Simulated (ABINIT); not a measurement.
# Au (P6_3/mmc) in ABINIT: single point with PBEsol

Aim: the single point of Au with PBEsol.

Program: ABINIT 10.8.3 (patched build). These are calculated values, not measurements. Logs are shortened: lines on timing, memory, paths and dates and some standing lists are left out, and cuts for length are marked. The log counts tension as positive stress, the text compression.

## 1. Starting point

Symmetry: P6_3/mmc, No. 194, hexagonal system. Conventional cell: a = 2.900 Å, b = 2.900 Å, c = 4.880 Å, α = 90.00°, β = 90.00°, γ = 120.00°. Around Au (site symmetry -6m2) lie 12 Au at 2.90 to 2.96 Å.

This isn't the form of Au at room conditions, which is fcc.

## 2. Single point, PBEsol

File run.abi:

```
pp_dirpath "./"
pseudos "Au.upf"

acell 3*1.0 Angstrom
rprim
     2.9000000000     0.0000000000     0.0000000000
    -1.4500000000     2.5114736710     0.0000000000
     0.0000000000     0.0000000000     4.8800000000
ntypat 1
znucl 79
natom 2
typat 1 1
xred
     0.6666666667     0.3333333333     0.2500000000
     0.3333333333     0.6666666667     0.7500000000

ecut 32.0

kptopt 1
ngkpt 8 8 4
nshiftk 1
shiftk 0.0 0.0 0.0

ixc -116133

nband 23
occopt 3
tsmear 0.05 eV

nstep 100
tolvrs 1.0e-10

iomode 3
prtwf 0
prteig 0
prtebands 0
enunit 2
prtden 1
prtvha 1
prtvclmb 1
prtpot 1
prtelf 1
```

Potentials or basis: PseudoDojo NC SR PBEsol v0.4.1 standard.

On the command line:

```console
$ mpirun --bind-to none -np 4 abinit run.abi > log 2>&1
```

run.abo:

```text
.Version 10.8.3 of ABINIT
 Symmetries : space group P6_3/m m c (#194); Bravais hP (primitive hexag.)
================================================================================
 Values of the parameters that define the memory need of the present run
     intxc =       0    ionmov =       0      iscf =       7    lmnmax =       7
     lnmax =       7     mgfft =      48  mpssoang =       4    mqgrid =    3001
     natom =       2  nloc_mem =       1    nspden =       1   nspinor =       1
    nsppol =       1      nsym =      24    n1xccc =    2501    ntypat =       1
    occopt =       3   xclevel =       2
       mpw =        2089          nfft =       43200          nkpt =          30
================================================================================
================================================================================

--------------------------------------------------------------------------------
------------- Echo of variables that govern the present computation ------------
--------------------------------------------------------------------------------
 -outvars: echo values of preprocessed input variables --------
            acell      1.8897261259E+00  1.8897261259E+00  1.8897261259E+00 Bohr
              amu      1.96966540E+02
             ecut      3.20000000E+01 Hartree
           enunit           2
              ixc     -116133
         kptrlatt        8    0    0      0    8    0      0    0    4
          kptrlen      3.68874540E+01
            natom           2
            nband          23
            ngfft          30      30      48
             nkpt          30
            nstep         100
             nsym          24
           ntypat           1
           occopt           3
        prtebands           0
           prteig           0
           prtelf           1
           prtpot           1
         prtvclmb           1
           prtvha           1
            prtwf           0
            rprim      2.9000000000E+00  0.0000000000E+00  0.0000000000E+00
                      -1.4500000000E+00  2.5114736710E+00  0.0000000000E+00
                       0.0000000000E+00  0.0000000000E+00  4.8800000000E+00
          spgroup         194
           tolvrs      1.00000000E-10
           tsmear      1.83746611E-03 Hartree
            typat      1  1
           xangst      1.4500000000E+00  8.3715789033E-01  1.2200000000E+00
                      -2.3122622713E-17  1.6743157807E+00  3.6600000000E+00
            xcart      2.7401028826E+00  1.5819991369E+00  2.3054658736E+00
                      -4.3695424241E-17  3.1639982737E+00  6.9163976208E+00
             xred      6.6666666667E-01  3.3333333333E-01  2.5000000000E-01
                       3.3333333333E-01  6.6666666667E-01  7.5000000000E-01
            znucl       79.00000

================================================================================

 chkinp: Checking input parameters for consistency.

================================================================================
== DATASET  1 ==================================================================

--- !DatasetInfo
iteration_state: {dtset: 1, }
dimensions: {natom: 2, nkpt: 30, mband: 23, nsppol: 1, nspinor: 1, nspden: 1, mpw: 2089, }
cutoff_energies: {ecut:  32.0, pawecutdg:  -1.0, }
electrons: {nelect:   3.80000000E+01, charge:   0.00000000E+00, occopt:   3.00000000E+00, tsmear:   1.83746611E-03, }
meta: {optdriver: 0, ionmov: 0, optcell: 0, iscf: 7, paral_kgb: 0, }
...

 Real(R)+Recip(G) space primitive vectors, cartesian coordinates (Bohr,Bohr^-1):
 R(1)=  5.4802058  0.0000000  0.0000000  G(1)=  0.1824749  0.1053519  0.0000000
 R(2)= -2.7401029  4.7459974  0.0000000  G(2)=  0.0000000  0.2107039  0.0000000
 R(3)=  0.0000000  0.0000000  9.2218635  G(3)=  0.0000000  0.0000000  0.1084380
 Unit cell volume ucvol=  2.3985184E+02 bohr^3
 Angles (23,13,12)=  9.00000000E+01  9.00000000E+01  1.20000000E+02 degrees

 getcut: wavevector=  0.0000  0.0000  0.0000  ngfft=  30  30  48
         ecut(hartree)=     32.000   => boxcut(ratio)=   2.04401

--- Pseudopotential description ------------------------------------------------
- pspini: atom type   1  psp file is ./Au.upf
12 -116133 3 -1 1340                          pspcod,pspxc,lmax,lloc,mmax
     nproj     2     2     2     1

   2.44866583E+03                                ecore*ucvol(ha*bohr**3)
--------------------------------------------------------------------------------

================================================================================

--- !BeginCycle
iteration_state: {dtset: 1, }
solver: {iscf: 7, nstep: 100, nline: 4, wfoptalg: 0, }
tolerances: {tolvrs: 1.00E-10, }
...

     iter   Etot(hartree)      deltaE(h)  residm     vres2
 ETOT  1  -294.62451773065    -2.946E+02 2.827E-01 9.626E+01
 ETOT  2  -294.81433409401    -1.898E-01 1.205E-02 7.067E+01
 ETOT  3  -294.84031930028    -2.599E-02 1.365E-03 1.336E-02
 ETOT  4  -294.84032904645    -9.746E-06 6.592E-04 2.147E-04
 ETOT  5  -294.84032909063    -4.418E-08 7.237E-04 9.670E-06
 ETOT  6  -294.84032909367    -3.039E-09 2.759E-04 4.182E-07
 ETOT  7  -294.84032909376    -9.442E-11 3.030E-04 1.113E-08
 ETOT  8  -294.84032909376    -1.535E-12 8.784E-05 1.142E-11

 At SCF step    8       vres2   =  1.14E-11 < tolvrs=  1.00E-10 =>converged.

 Compute ELF
--------------------------------------------------------------------------------

 Compute kinetic energy density

 Compute gradient of the electron density
 Electron Localization Function (ELF) [min:0;max:1]
)     Maximum=    7.6817E-01  at reduced coord.    0.4667    0.8000    0.8125
)     Minimum=    4.8453E-04  at reduced coord.    0.6667    0.3333    0.2500
   Integrated=    6.9486E+01

--------------------------------------------------------------------------------
 End of ELF section

 Cartesian components of stress tensor (hartree/bohr^3)
  sigma(1 1)=  2.62034591E-04  sigma(3 2)=  0.00000000E+00
  sigma(2 2)=  2.62034590E-04  sigma(3 1)=  0.00000000E+00
  sigma(3 3)=  2.71998076E-04  sigma(2 1)=  0.00000000E+00

--- !ResultsGS
iteration_state: {dtset: 1, }
comment   : Summary of ground state results
lattice_vectors:
- [  5.4802058,   0.0000000,   0.0000000, ]
- [ -2.7401029,   4.7459974,   0.0000000, ]
- [  0.0000000,   0.0000000,   9.2218635, ]
lattice_lengths: [   5.48021,    5.48021,    9.22186, ]
lattice_angles: [ 90.000,  90.000, 120.000, ] # degrees, (23, 13, 12)
lattice_volume:   2.3985184E+02
convergence: {deltae: -1.535E-12, res2:  1.142E-11, residm:  8.784E-05, diffor: null, }
etotal    :  -2.94840329E+02
entropy   :   0.00000000E+00
fermie    :   4.41760803E-01
cartesian_stress_tensor: # hartree/bohr^3
- [  2.62034591E-04,   0.00000000E+00,   0.00000000E+00, ]
- [  0.00000000E+00,   2.62034590E-04,   0.00000000E+00, ]
- [  0.00000000E+00,   0.00000000E+00,   2.71998076E-04, ]
pressure_GPa:  -7.8070E+00
xred      :
- [  6.6667E-01,   3.3333E-01,   2.5000E-01, Au]
- [  3.3333E-01,   6.6667E-01,   7.5000E-01, Au]
cartesian_forces: # hartree/bohr
- [ -0.00000000E+00,  -0.00000000E+00,   1.14056616E-31, ]
- [ -0.00000000E+00,  -0.00000000E+00,  -1.14056616E-31, ]
force_length_stats: {min:   1.14056616E-31, max:   1.14056616E-31, mean:   1.14056616E-31, }
...

 Integrated electronic density in atomic spheres:
 ------------------------------------------------
 Atom  Sphere_radius  Integrated_density
    1        2.00000         15.58443943
    2        2.00000         15.58443943
================================================================================

 ----iterations are completed or convergence reached----

 Mean square residual over all n,k,spin=   37.482E-08; max=  87.836E-06
 reduced coordinates (array xred) for    2 atoms
       0.666666666667      0.333333333333      0.250000000000
       0.333333333333      0.666666666667      0.750000000000
 rms dE/dt=  6.0727E-31; max dE/dt=  1.0518E-30; dE/dt below (all hartree)
    1       0.000000000000      0.000000000000     -0.000000000000
    2       0.000000000000      0.000000000000      0.000000000000

 cartesian coordinates (angstrom) at end:
    1      1.45000000000000     0.83715789033333     1.22000000000000
    2     -0.00000000000000     1.67431578066667     3.66000000000000

 cartesian forces (hartree/bohr) at end:
    1     -0.00000000000000    -0.00000000000000     0.00000000000000
    2     -0.00000000000000    -0.00000000000000    -0.00000000000000
 frms,max,avg= 6.5850618E-32 1.1405662E-31   0.000E+00  0.000E+00  0.000E+00 h/b

 cartesian forces (eV/Angstrom) at end:
    1     -0.00000000000000    -0.00000000000000     0.00000000000000
    2     -0.00000000000000    -0.00000000000000    -0.00000000000000
 frms,max,avg= 3.3861749E-30 5.8650270E-30   0.000E+00  0.000E+00  0.000E+00 e/A
 length scales=  1.889726125908  1.889726125908  1.889726125908 bohr
              =  1.000000000000  1.000000000000  1.000000000000 angstroms
 Fermi (or HOMO) energy (hartree) =   0.44176   Average Vxc (hartree)=  -0.49832
 Eigenvalues (hartree) for nkpt=  30  k points:
 kpt#   1, nband= 23, wtk=  0.00391, kpt=  0.0000  0.0000  0.0000 (reduced coord)
  -3.43402   -3.43380   -1.64709   -1.64228   -1.64228   -1.64140   -1.64140   -1.64097
   0.09375    0.18341    0.27271    0.28266    0.28266    0.29330    0.29330    0.31826
   0.31826    0.36503    0.36503    0.40431    0.53260    0.97624    1.01412
      occupation numbers for kpt#   1
   2.00000    2.00000    2.00000    2.00000    2.00000    2.00000    2.00000    2.00000
   2.00000    2.00000    2.00000    2.00000    2.00000    2.00000    2.00000    2.00000
   2.00000    2.00000    2.00000    2.00000    0.00000    0.00000    0.00000
 prteigrs : prtvol=0 or 1, do not print more k-points.

 Fermi (or HOMO) energy (eV) =  12.02092   Average Vxc (eV)= -13.56010
 Eigenvalues (   eV  ) for nkpt=  30  k points:
 kpt#   1, nband= 23, wtk=  0.00391, kpt=  0.0000  0.0000  0.0000 (reduced coord)
 -93.44455  -93.43832  -44.81972  -44.68861  -44.68861  -44.66487  -44.66487  -44.65304
   2.55097    4.99075    7.42080    7.69159    7.69159    7.98101    7.98101    8.66034
   8.66034    9.93293    9.93293   11.00196   14.49267   26.56494   27.59554
 prteigrs : prtvol=0 or 1, do not print more k-points.

--- !EnergyTerms
iteration_state     : {dtset: 1, }
comment             : Components of total free energy in Hartree
kinetic             :  8.49832650221724E+01
hartree             :  5.36553352285162E+01
xc                  : -5.02282875633579E+01
Ewald energy        : -2.11401294558028E+02
psp_core            :  1.02090767516857E+01
local_psp           : -1.86842865378594E+02
non_local_psp       :  4.78501782683777E+00
internal            : -2.94839752670767E+02
'-kT*entropy'       : -5.76422994606342E-04
total_energy        : -2.94840329093762E+02
total_energy_eV     : -8.02301407586251E+03
band_energy         : -2.69866569852668E+01
...

 Cartesian components of stress tensor (hartree/bohr^3)
  sigma(1 1)=  2.62034591E-04  sigma(3 2)=  0.00000000E+00
  sigma(2 2)=  2.62034590E-04  sigma(3 1)=  0.00000000E+00
  sigma(3 3)=  2.71998076E-04  sigma(2 1)=  0.00000000E+00

-Cartesian components of stress tensor (GPa)         [Pressure= -7.8070E+00 GPa]
- sigma(1 1)=  7.70932383E+00  sigma(3 2)=  0.00000000E+00
- sigma(2 2)=  7.70932380E+00  sigma(3 1)=  0.00000000E+00
- sigma(3 3)=  8.00245967E+00  sigma(2 1)=  0.00000000E+00

== END DATASET(S) ==============================================================
================================================================================

 -outvars: echo values of variables after computation  --------
            acell      1.8897261259E+00  1.8897261259E+00  1.8897261259E+00 Bohr
           etotal     -2.9484032909E+02
            fcart     -0.0000000000E+00 -0.0000000000E+00  1.1405661566E-31
                      -0.0000000000E+00 -0.0000000000E+00 -1.1405661566E-31
            rprim      2.9000000000E+00  0.0000000000E+00  0.0000000000E+00
                      -1.4500000000E+00  2.5114736710E+00  0.0000000000E+00
                       0.0000000000E+00  0.0000000000E+00  4.8800000000E+00
           strten      2.6203459089E-04  2.6203459004E-04  2.7199807567E-04
                       0.0000000000E+00  0.0000000000E+00  0.0000000000E+00
           xangst      1.4500000000E+00  8.3715789033E-01  1.2200000000E+00
                      -2.3122622713E-17  1.6743157807E+00  3.6600000000E+00
             xred      6.6666666667E-01  3.3333333333E-01  2.5000000000E-01
                       3.3333333333E-01  6.6666666667E-01  7.5000000000E-01
 Calculation completed.
```

Run time: 9.8 s. Hardware: 4 MPI ranks of Arm Neoverse V2, shared host; peak memory 0.24 GiB.

Results:

```
Free energy                                           : -8023.0141 eV
Pressure                                              : -7.8 GPa
Band gap on the k mesh                                : none (metal or under the smearing width)
Valence electrons inside the program's atomic spheres : Au 15.58 (radii [1.0584] Å)
```

Levels at points of the mesh, in eV from the Fermi level:
```tsv
k point	band 16	band 17	band 18	band 19	band 20	band 21	band 22	band 23
(0.00, 0.00, 0.00)	-3.36	-3.36	-2.09	-2.09	-1.02	2.47	14.54	15.57
(0.50, 0.00, 0.00)	-1.87	-1.79	-1.62	0.37	1.50	5.60	7.03	7.11
(0.00, 0.00, 0.50)	-4.36	-2.52	-2.52	-2.52	-2.52	10.29	10.29	14.83
(0.50, 0.00, 0.50)	-2.30	-1.69	-1.69	0.51	0.51	3.76	3.76	12.97
```

Caveat: the cutoff is short for stress, so the pressure is rough. Spin-orbit coupling is left out, which matters for the levels of Au.
